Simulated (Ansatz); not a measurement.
Runs of Ansatz 0.2.0 on WS2. Symmetry: R3m, No. 160, trigonal system. Conventional cell: a = 3.158 Å, b = 3.158 Å, c = 18.490 Å, α = 90.00°, β = 90.00°, γ = 120.00°. Around W (site symmetry 3m) lie 6 S at 2.39 to 2.42 Å. Around S (site symmetry 3m) lie 3 W at 2.42 Å. Around S (site symmetry 3m) lie 3 W at 2.39 Å. Measurements of this composition are mostly on another form, of space group No. 194.

| task | level | potentials or basis | spin | U | cell | k mesh | cutoff (eV) | smearing | double counting | hubbard projectors | atoms under strain | other keys | gap on the mesh (eV) | pressure (GPa) | largest force (eV/Å) |
| --- | --- | --- | --- | --- | --- | --- | --- | --- | --- | --- | --- | --- | --- | --- | --- |
| single point | revPBE+D3(BJ)+U | PseudoDojo standard (PBE files) | SOC, no magnetisation | W d U = 3 eV | as given | 10 × 10 × 10 | 1007 | fermi-dirac 0.05 eV | amf | ortho-atomic (the default) | - | - | (a) | -1.2 | 0.61 |
| electric field gradients | revPBE | Ansatz PAW | SOC, no magnetisation | - | as given | 10 × 10 × 10 | 420 | gaussian 0.05 eV | - | - | - | - | 0.96 | 6.5 | 0.61 |
| Born charges and dielectric tensor | RPBE | Ansatz PAW | SOC, no magnetisation | - | volume scaled by 0.88 | 10 × 10 × 10 | 420 | fixed | - | - | - | basis.xc_grid = 2; scf.mixing.preconditioner = none | 0.81 | - | - |
| elastic constants | LDA+D3(BJ)-ATM | Ansatz PAW polarizable | off | - | as given | 6 × 6 × 6 | 420 | fixed | - | - | relaxed | - | 0.96 | (b) | - |

Task: Estimate the missing entries.

Result: (a) 1.00; (b) -5.8.

Caveats: the PAW data sets come from PBE, with cores solved anew for the run's functional, which leaves a small shift of forces and pressure (some runs); the potentials were made for another functional, which shifts forces and pressure (some runs); the cell is more than 3 GPa from zero pressure, which shifts response properties (some runs); spin-orbit coupling is left out, which moves the levels of the heavy elements (some runs); the dispersion damping was fitted for another functional or another form of the correction (some runs).

A k mesh can miss the band edges, and rows without SOC leave out spin-orbit coupling on W.

Runs at the PBE level aren't shown here.
